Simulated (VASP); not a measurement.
# AgCl (Immm) in VASP: further runs

The runs below take AgCl through single point, with PBEsol.

All numbers are computed with VASP 6.6.1; they aren't measurements. Logs are shortened: lines on timing, memory, paths and dates and some standing lists are left out, and cuts for length are marked.

## (1) The cell of the first run

It takes space group Immm (No. 71, orthorhombic). Conventional cell: a = 3.878 Å, b = 3.966 Å, c = 5.546 Å, α = 90.00°, β = 90.00°, γ = 90.00°. Ag (site symmetry mmm) has 6 Cl at 2.77 Å as nearest neighbours. Cl (site symmetry mmm) has 6 Ag at 2.77 Å as nearest neighbours.

## (2) Single point, PBEsol (strain +0.0225 x Voigt [0, 0, 0, 0, 1, 0], atoms carried along)

Input file INCAR:

```
PREC = Accurate ; ENCUT = 520
EDIFF = 1E-6 ; ISMEAR = 0
SIGMA = 0.05 ; LREAL = F
LASPH = T ; NELM = 80
ALGO = Normal ; ISIF = 2
LWAVE = F ; LCHARG = T
GGA = PS ; LELF = T
LVHAR = T ; NBANDS = 16
```

Input file KPOINTS:

```
Automatic mesh
0
Gamma
  8 8 8
```

Input file POSCAR:

```
AgCl
1.0
    0.0311979375      2.7731500000      2.7731500000
    2.8043479375      0.0000000000      2.8043479375
    2.7731500000      2.7731500000      0.0311979375
Ag Cl
1 1
Direct
    0.5000000000      0.5000000000      0.5000000000
    0.0000000000      0.0000000000      0.0000000000
```

Potentials or basis: VASP PAW PBE potentials, release 64 (Ag, Cl).

Started as:

```console
$ cat potpaw_PBE.64/Ag/POTCAR potpaw_PBE.64/Cl/POTCAR > POTCAR
$ mpirun -np 1 vasp_std > vasp.out
```

OUTCAR:

```text
PREC = Accurate
   ENCUT = 520
   EDIFF = 1E-6
   ISMEAR = 0
   LREAL = F
   LASPH = T
   NELM = 80
   ISIF = 2
   GGA = PS

 ion  position               nearest neighbor table
   1  0.500  0.500  0.500-   2 2.77   2 2.77   2 2.77   2 2.77   2 2.77   2 2.77
   2  0.000  0.000  0.000-   1 2.77   1 2.77   1 2.77   1 2.77   1 2.77   1 2.77

  LATTYP: Found a body centered orthorhombic cell.
 ALAT       =     3.8777057942
 B/A-ratio  =     1.0227560051
 C/A-ratio  =     1.4303044879

  Lattice vectors:

 A1 = (   0.0311979375,  -2.7731500000,   2.7731500000)
 A2 = (  -0.0311979375,  -2.7731500000,  -2.7731500000)
 A3 = (   2.7731500000,   2.7731500000,   0.0311979375)

Analysis of symmetry for initial positions (statically):
=====================================================================
 Subroutine PRICEL returns:
 Original cell was already a primitive cell.

 Routine SETGRP: Setting up the symmetry group for a
 body centered orthorhombic supercell.

 Subroutine GETGRP returns: Found  8 space group operations
 (whereof  8 operations were pure point group operations)
 out of a pool of  8 trial point group operations.

The static configuration has the point symmetry D_2h.

Analysis of symmetry for dynamics (positions and initial velocities):
=====================================================================
 Subroutine PRICEL returns:
 Original cell was already a primitive cell.

 Routine SETGRP: Setting up the symmetry group for a
 body centered orthorhombic supercell.

 Subroutine GETGRP returns: Found  8 space group operations
 (whereof  8 operations were pure point group operations)
 out of a pool of  8 trial point group operations.

The dynamic configuration has the point symmetry D_2h.

 Subroutine INISYM returns: Found  8 space group operations
 (whereof  8 operations are pure point group operations),
 and found     1 'primitive' translations

----------------------------------------------------------------------------------------

                                     Primitive cell

  volume of cell :      42.6477

  direct lattice vectors                    reciprocal lattice vectors
     0.031197938  2.773150000  2.773150000    -0.182351839  0.180300380  0.182351839
     2.804347938  0.000000000  2.804347938     0.178294567 -0.180300380  0.178294567
     2.773150000  2.773150000  0.031197938     0.182351839  0.180300380 -0.182351839

  length of vectors
     3.921950428  3.965946887  3.921950428     0.314662698  0.309977632  0.314662698

  position of ions in fractional coordinates (direct lattice)
     0.500000000  0.500000000  0.500000000
     0.000000000  0.000000000  0.000000000

  ion indices of the primitive-cell ions
   primitive index   ion index
                 1           1
                 2           2

----------------------------------------------------------------------------------------

 KPOINTS: Automatic mesh

Automatic generation of k-mesh.
 Grid dimensions read from file:
 generate k-points for:    8    8    8

 Generating k-lattice:

  Cartesian coordinates                     Fractional coordinates (reciprocal lattice)
    -0.022793980  0.022537548  0.022793980     0.125000000  0.000000000 -0.000000000
     0.022286821 -0.022537548  0.022286821     0.000000000  0.125000000  0.000000000
     0.022793980  0.022537548 -0.022793980     0.000000000  0.000000000  0.125000000

  Length of vectors
     0.039332837  0.038747204  0.039332837

  Shift w.r.t. Gamma in fractional coordinates (k-lattice)
     0.000000000  0.000000000  0.000000000

 Subroutine IBZKPT returns following result:
 ===========================================

 Found     95 irreducible k-points:

 Following reciprocal coordinates:
            Coordinates               Weight
  0.000000  0.000000  0.000000      1.000000
  0.125000  0.000000 -0.000000      4.000000
  0.250000  0.000000 -0.000000      4.000000
  0.375000  0.000000 -0.000000      4.000000
  0.500000  0.000000 -0.000000      2.000000
 -0.000000  0.125000 -0.000000      4.000000
[... 16 lines left out ...]
  0.125000  0.375000 -0.000000      8.000000
  0.250000  0.375000 -0.000000      8.000000
 [... further k-points ...]
   k-points           NKPTS =     95   k-points in BZ     NKDIM =     95   number of bands    NBANDS=     16
   number of dos      NEDOS =    301   number of ions     NIONS =      2
   total plane-waves  NPLWV =  27000
   dimension x,y,z NGX =    30 NGY =   30 NGZ =   30
   dimension x,y,z NGXF=    60 NGYF=   60 NGZF=   60
   ions per type =               1   1
   NGX,Y,Z   is equivalent  to a cutoff of  12.72, 12.58, 12.72 a.u.
   NGXF,Y,Z  is equivalent  to a cutoff of  25.43, 25.15, 25.43 a.u.
 SYSTEM =  unknown system
   PREC   = accura    normal or accurate (medium, high low for compatibility)
   ISTART =      0    job   : 0-new  1-cont  2-samecut
   ICHARG =      2    charge: 1-file 2-atom 10-const
   ISPIN  =      1    spin polarized calculation?
   LNONCOLLINEAR =      F non collinear calculations
   LSORBIT =      F    spin-orbit coupling
   LASPH  =      T    aspherical Exc in radial PAW
   ENCUT  =  520.0 eV  38.22 Ry    6.18 a.u.   7.29  7.37  7.29*2*pi/ulx,y,z
   NELM   =     80;   NELMIN=  2; NELMDL= -5     # of ELM steps
   EDIFF  = 0.1E-05   stopping-criterion for ELM
   LREAL  =      F    real-space projection
   EDIFFG = 0.1E-04   stopping-criterion for IOM
   NSW    =      0    number of steps for IOM
   IBRION =     -1    ionic relax: 0-MD 1-quasi-New 2-CG
   NFREE  =      0    steps in history (QN), initial steepest desc. (CG)
   ISIF   =      2    stress and relaxation
   ISYM   =      2    0-nonsym 1-usesym 2-fastsym
   POTIM  = 0.5000    time-step for ionic-motion
   TEBEG  =    0.0;   TEEND  =   0.0 temperature during run
   PSTRESS=    0.0 pullay stress
   NELECT =      18.0000    total number of electrons
   NUPDOWN=      -1.0000    fix difference up-down
   EMIN   =  10.00;   EMAX   =-10.00  energy-range for DOS
   EFERMI =   0.00;   METHOD = LEGACY
   ISMEAR =     0;   SIGMA  =   0.05  broadening in eV -4-tet -1-fermi 0-gaus
   EFERMI_NEDOS =   21; number of points for ismear=-14 and -15
   IALGO  =     38    algorithm
   IMIX   =      4    mixing-type and parameters
     AMIX     =   0.40;   BMIX     =  1.00
     AMIX_MAG =   1.60;   BMIX_MAG =  1.00
  volume/ion in A,a.u.               =      21.32       143.90
  Fermi-wavevector in a.u.,A,eV,Ry     =   1.228006  2.320596 20.517582  1.508000
  Thomas-Fermi vector in A             =   2.362948
   LORBIT       =      0    0 simple, 1 ext, 2 COOP (PROOUT), +10 PAW based schemes
   GGA     = PS    functional components
   LHFCALC =     F    Hartree Fock is set to
   AEXX    =    0.0000 exact exchange contribution
   IVDW    =     0    specifies the selected vdW correction
   LEPSILON=     F    determine dielectric tensor
   LRPA    =     F    only Hartree local field effects (RPA)
 non-spin polarized calculation
 Gauss-broadening in eV      SIGMA  =   0.05
  energy-cutoff  :      520.00
  volume of cell :       42.65
 maximum number of plane-waves:      1170
 NGX is ok and might be reduce to    30
   NGX = 15   NGY = 15   NGZ = 15

 number of electron      18.0000003 magnetization

 Free energy of the ion-electron system (eV)
  ---------------------------------------------------
  ext. energy  EPLUGINS =         0.00000000
  ---------------------------------------------------
  free energy    TOTEN  =        -6.04093476 eV

  energy without entropy =       -6.04093476  energy(sigma->0) =       -6.04093476

 E-fermi :   3.9475     XC(G=0): -10.2165

 val. band max:        3.7334548509   @ k =   0.5000   0.0000  -0.0000
 cond. band min:       4.4429340302   @ k =   0.0000   0.0000   0.0000
 fundamental gap:      0.7094791793
 Fermi energy:         3.9475331253

 k-point     1 :       0.0000    0.0000    0.0000
  band No.  band energies     occupation
      1     -11.4283      2.00000
      2       1.2211      2.00000
      3       1.2328      2.00000
      4       1.2567      2.00000
      5       1.2791      2.00000
      6       1.2825      2.00000
[... 8 lines left out ...]
     15      16.7944      0.00000
     16      16.8934      0.00000

 k-point     2 :       0.1250    0.0000   -0.0000
  band No.  band energies     occupation
      1     -11.3653      2.00000
      2       0.5489      2.00000
      3       0.5575      2.00000
      4       0.6042      2.00000
      5       1.2800      2.00000
      6       1.2947      2.00000
[... 8 lines left out ...]
     15      15.6416      0.00000
     16      16.1810      0.00000

 k-point     3 :       0.2500    0.0000   -0.0000
  band No.  band energies     occupation
      1     -11.2066      2.00000
      2      -0.5059      2.00000
      3      -0.0295      2.00000
      4       0.0219      2.00000
      5       1.4129      2.00000
      6       1.4300      2.00000
[... 8 lines left out ...]
     15      15.9464      0.00000
     16      16.0354      0.00000

 k-point     4 :       0.3750    0.0000   -0.0000
  band No.  band energies     occupation
      1     -11.0373      2.00000
      2      -1.3020      2.00000
      3      -0.4033      2.00000
      4      -0.3486      2.00000
      5       1.5516      2.00000
      6       1.5703      2.00000
[... 8 lines left out ...]
     15      16.6852      0.00000
     16      16.8995      0.00000
[... 324 lines left out ...]
 k-point    22 :      -0.0000    0.3750   -0.0000
  band No.  band energies     occupation
      1     -11.0555      2.00000
      2      -1.3307      2.00000
      3      -0.3565      2.00000
      4      -0.2983      2.00000
      5       1.5417      2.00000
      6       1.5642      2.00000
[... 8 lines left out ...]
     15      16.6777      0.00000
     16      16.8871      0.00000

 k-point    23 :       0.1250    0.3750   -0.0000
  band No.  band energies     occupation
      1     -11.0814      2.00000
      2      -1.0871      2.00000
      3      -0.2422      2.00000
      4      -0.0848      2.00000
      5       1.4129      2.00000
      6       1.5741      2.00000
[... 8 lines left out ...]
     15      17.3921      0.00000
     16      17.6182      0.00000

 k-point    24 :       0.2500    0.3750   -0.0000
  band No.  band energies     occupation
      1     -11.0635      2.00000
      2      -0.9561      2.00000
      3       0.1727      2.00000
      4       0.2978      2.00000
      5       1.1862      2.00000
      6       1.5720      2.00000
[... 8 lines left out ...]
     15      18.2755      0.00000
     16      19.3027      0.00000

 [... further k-points ...]

------------------------ aborting loop because EDIFF is reached ----------------------------------------

  FORCE on cell =-STRESS in cart. coord.  units (eV):
  Direction    XX          YY          ZZ          XY          YZ          ZX
  --------------------------------------------------------------------------------------
  -------------------------------------------------------------------------------------
  Total       -0.7301949     -0.7313211     -0.7301949      0.0000000      0.0000000     -0.0392180
  in kB      -27.4317958    -27.4741056    -27.4317958      0.0000000      0.0000000     -1.4733313
  external PRESSURE =     -27.4458991 kB  Pullay stress =       0.0000000 kB

 VOLUME and BASIS-vectors are now :
 -----------------------------------------------------------------------------
  energy-cutoff  :      520.00
  volume of cell :       42.65
      direct lattice vectors                 reciprocal lattice vectors
     0.031197938  2.773150000  2.773150000    -0.182351839  0.180300380  0.182351839
     2.804347938  0.000000000  2.804347938     0.178294567 -0.180300380  0.178294567
     2.773150000  2.773150000  0.031197938     0.182351839  0.180300380 -0.182351839

 POSITION                                       TOTAL-FORCE (eV/Angst)
 -----------------------------------------------------------------------------------
      2.80435      2.77315      2.80435         0.000000      0.000000     -0.000000
      0.00000      0.00000      0.00000         0.000000      0.000000      0.000000
 -----------------------------------------------------------------------------------
    total drift:                                0.000000      0.000000      0.000000

  FREE ENERGIE OF THE ION-ELECTRON SYSTEM (eV)
  ---------------------------------------------------
  free  energy   TOTEN  =        -6.0409347589 eV

  energy  without entropy=       -6.0409347589  energy(sigma->0) =       -6.04093476
```

Wall time 1.7 min (1 thread of Intel Xeon Platinum 8375C at 2.90GHz (Ice Lake), shared host); peak memory 0.2 GiB.

Results:

```
Free energy            : -6.0409 eV
Pressure               : -2.7 GPa
Band gap on the k mesh : 0.71 eV, indirect (least direct gap 3.01 eV)
```

Levels at points of the mesh, in eV from the valence-band top:
| k point | band 5 | band 6 | band 7 | band 8 | band 9 | band 10 | band 11 | band 12 | band 13 | band 14 |
| --- | --- | --- | --- | --- | --- | --- | --- | --- | --- | --- |
| (0.00, 0.00, 0.00) | -2.45 | -2.45 | -2.40 | -2.35 | -2.30 | 0.71 | 10.59 | 10.72 | 10.86 | 12.05 |
| (0.50, 0.00, 0.00) | -2.12 | -2.10 | -1.78 | -0.02 | 0.00 | 3.98 | 6.47 | 7.37 | 7.50 | 13.25 |
| (0.00, 0.50, 0.00) | -2.14 | -2.11 | -1.82 | -0.04 | -0.02 | 4.05 | 6.37 | 7.52 | 7.66 | 13.38 |
| (0.50, 0.50, 0.00) | -2.83 | -2.26 | -2.00 | -2.00 | -1.92 | 2.22 | 7.83 | 8.43 | 11.33 | 11.34 |
| (0.50, 0.00, 0.50) | -2.83 | -2.26 | -2.00 | -1.99 | -1.92 | 2.21 | 7.84 | 8.44 | 11.23 | 11.44 |

Caveat: the PAW data sets were made with another functional, which shifts forces and pressure a little. A k mesh can miss the band edges.

## (3) Single point, PBEsol (strain -0.0300 x Voigt [0, 0, 0, 0, 1, 0], atoms carried along)

Input file INCAR:

```
ALGO = Normal
EDIFF = 1E-6
ENCUT = 520
GGA = PS
ISIF = 2
ISMEAR = 0
LASPH = T
LCHARG = F
LREAL = F
LWAVE = F
NBANDS = 16
NELM = 80
PREC = Accurate
SIGMA = 0.05
```

Input file KPOINTS:

```
k-points
0
Gamma
  8 8 8
```

Input file POSCAR:

```
AgCl
1.0
   -0.0415972500      2.7731500000      2.7731500000
    2.7315527500      0.0000000000      2.7315527500
    2.7731500000      2.7731500000     -0.0415972500
Ag Cl
1 1
Direct
    0.5000000000      0.5000000000      0.5000000000
    0.0000000000      0.0000000000      0.0000000000
```

Potentials or basis: VASP PAW PBE potentials, release 64 (Ag, Cl).

Started as:

```console
$ cat potpaw_PBE.64/Ag/POTCAR potpaw_PBE.64/Cl/POTCAR > POTCAR
$ mpirun -np 1 vasp_std > vasp.out
```

Wall time 86 s (1 thread of Intel Xeon Platinum 8375C at 2.90GHz (Ice Lake), shared host); peak memory 0.21 GiB.

The run converged. Its results:

- Free energy: -6.0407 eV
- Pressure: -2.7 GPa
- Band gap on the k mesh: 0.70 eV, indirect (least direct gap 2.99 eV)

Stress tensor (GPa, compression positive):
```
-2.74  0.00  0.20
 0.00 -2.75  0.00
 0.20  0.00 -2.74
```

Levels at points of the mesh, in eV from the valence-band top:
```
           k point  band 6  band 7  band 8  band 9  band 10  band 11  band 12  band 13
(0.00, 0.00, 0.00)   -2.45   -2.42   -2.36   -2.29     0.70    10.54    10.72    10.90
(0.50, 0.00, 0.00)   -2.12   -1.83   -0.05   -0.02     4.06     6.34     7.52     7.70
(0.00, 0.50, 0.00)   -2.11   -1.78   -0.03    0.00     3.96     6.48     7.32     7.50
(0.50, 0.50, 0.00)   -2.27   -2.00   -2.00   -1.92     2.22     7.83     8.41    11.33
(0.50, 0.00, 0.50)   -2.27   -2.00   -2.00   -1.92     2.20     7.84     8.43    11.19
```

Caveat: the PAW data sets were made with another functional, which shifts forces and pressure a little. A k mesh can miss the band edges.

## (4) Single point, PBEsol (strain -0.0600 x Voigt [0, 0, 0, 0, 1, 0], atoms carried along)

Input file INCAR:

```
SYSTEM = AgCl
PREC = Accurate
ENCUT = 520
EDIFF = 1E-7
ISMEAR = 0
SIGMA = 0.05
LREAL = .FALSE.
LASPH = .TRUE.
NELM = 60
ALGO = Normal
ISIF = 2
LWAVE = .FALSE.
LCHARG = .FALSE.
GGA = PS
NBANDS = 16
```

Input file KPOINTS:

```
Automatic mesh
0
G
  8 8 8
  0 0 0
```

Input file POSCAR:

```
AgCl
1.0
   -0.0831945000      2.7731500000      2.7731500000
    2.6899555000      0.0000000000      2.6899555000
    2.7731500000      2.7731500000     -0.0831945000
Ag Cl
1 1
Direct
    0.5000000000      0.5000000000      0.5000000000
    0.0000000000      0.0000000000      0.0000000000
```

Started as:

```console
$ cat potpaw_PBE.64/Ag/POTCAR potpaw_PBE.64/Cl/POTCAR > POTCAR
$ mpirun -np 1 vasp_std > vasp.out
```

Wall time 88 s (1 thread of Intel Xeon Platinum 8375C at 2.90GHz (Ice Lake), shared host); peak memory 0.2 GiB.

It converged, with:

| Item | Value |
| --- | --- |
| Free energy | -6.0388 eV |
| Pressure | -2.8 GPa |
| Band gap on the k mesh | 0.67 eV, indirect (least direct gap 2.91 eV) |

Stress tensor (GPa, compression positive):
```
-2.76  0.00  0.40
 0.00 -2.79  0.00
 0.40  0.00 -2.76
```

Levels at points of the mesh, in eV from the valence-band top:
```
           k point  band 7  band 8  band 9  band 10  band 11  band 12
(0.00, 0.00, 0.00)   -2.47   -2.38   -2.23     0.67    10.35    10.68
(0.50, 0.00, 0.00)   -1.87   -0.11   -0.04     4.08     6.25     7.52
(0.00, 0.50, 0.00)   -1.78   -0.06    0.00     3.88     6.51     7.13
(0.50, 0.50, 0.00)   -2.03   -2.03   -1.95     2.21     7.81     8.34
(0.50, 0.00, 0.50)   -2.03   -2.03   -1.95     2.16     7.84     8.41
```

Caveat: the PAW data sets were made with another functional, which shifts forces and pressure a little. A k mesh can miss the band edges.

## (5) Single point, PBEsol (strain +0.0075 x Voigt [0, 0, 0, 0, 1, 0], atoms carried along)

Input file INCAR:

```
SYSTEM = AgCl
PREC     = Accurate       ! precision mode
ENCUT    = 520            ! plane-wave cutoff, eV
EDIFF    = 1E-7           ! SCF threshold, eV
ISMEAR   = 0              ! smearing method
SIGMA    = 0.05           ! smearing width, eV
LREAL    = .FALSE.        ! projectors in reciprocal space
LASPH    = .TRUE.         ! aspherical terms in the spheres
NELM     = 100            ! most SCF steps
ALGO     = Normal         ! electronic algorithm
ISIF     = 2              ! what is computed and relaxed
LWAVE    = .FALSE.        ! write WAVECAR
LCHARG   = .FALSE.        ! write CHGCAR
GGA      = PS             ! functional
NBANDS   = 16             ! bands
```

KPOINTS is that of step 4.

Input file POSCAR:

```
AgCl
1.0
    0.0103993125      2.7731500000      2.7731500000
    2.7835493125      0.0000000000      2.7835493125
    2.7731500000      2.7731500000      0.0103993125
Ag Cl
1 1
Direct
    0.5000000000      0.5000000000      0.5000000000
    0.0000000000      0.0000000000      0.0000000000
```

Started as:

```console
$ cat potpaw_PBE.64/Ag/POTCAR potpaw_PBE.64/Cl/POTCAR > POTCAR
$ mpirun -np 1 vasp_std > vasp.out
```

It took 93 s on 1 thread of Intel Xeon Platinum 8375C at 2.90GHz (Ice Lake), shared host; peak memory 0.21 GiB.

It converged, with:

- Free energy: -6.0412 eV
- Pressure: -2.7 GPa
- Band gap on the k mesh: 0.72 eV, indirect (least direct gap 3.03 eV)

Levels at points of the mesh, in eV from the valence-band top:
```
           k point  band 6  band 7  band 8  band 9  band 10  band 11  band 12  band 13
(0.00, 0.00, 0.00)   -2.44   -2.36   -2.34   -2.32     0.72    10.69    10.74    10.78
(0.50, 0.00, 0.00)   -2.10   -1.78   -0.01    0.00     4.01     6.45     7.48     7.52
(0.00, 0.50, 0.00)   -2.10   -1.80   -0.01   -0.01     4.04     6.42     7.53     7.57
(0.50, 0.50, 0.00)   -2.25   -1.98   -1.98   -1.90     2.23     7.85     8.45    11.34
(0.50, 0.00, 0.50)   -2.25   -1.98   -1.98   -1.90     2.23     7.85     8.45    11.31
```

Caveat: the PAW data sets were made with another functional, which shifts forces and pressure a little. A k mesh can miss the band edges.

## (6) The runs side by side

| cell | gap on the mesh (eV) | pressure (GPa) |
| --- | --- | --- |
| strain +0.0225 x Voigt [0, 0, 0, 0, 1, 0], atoms carried along | 0.71 | -2.7 |
| strain -0.0300 x Voigt [0, 0, 0, 0, 1, 0], atoms carried along | 0.70 | -2.7 |
| strain -0.0600 x Voigt [0, 0, 0, 0, 1, 0], atoms carried along | 0.67 | -2.8 |
| strain +0.0075 x Voigt [0, 0, 0, 0, 1, 0], atoms carried along | 0.72 | -2.7 |

Alike in all rows: task single point; level PBEsol; potentials or basis VASP PAW PBE potentials, release 64 (Ag, Cl); no spin polarisation; k mesh 8 × 8 × 8; cutoff (eV) 520; smearing gaussian 0.05 eV.

Caveats: the PAW data sets were made with another functional, which shifts forces and pressure a little.

Total energies depend on the potentials used, so only differences within one code and one set of settings carry meaning.
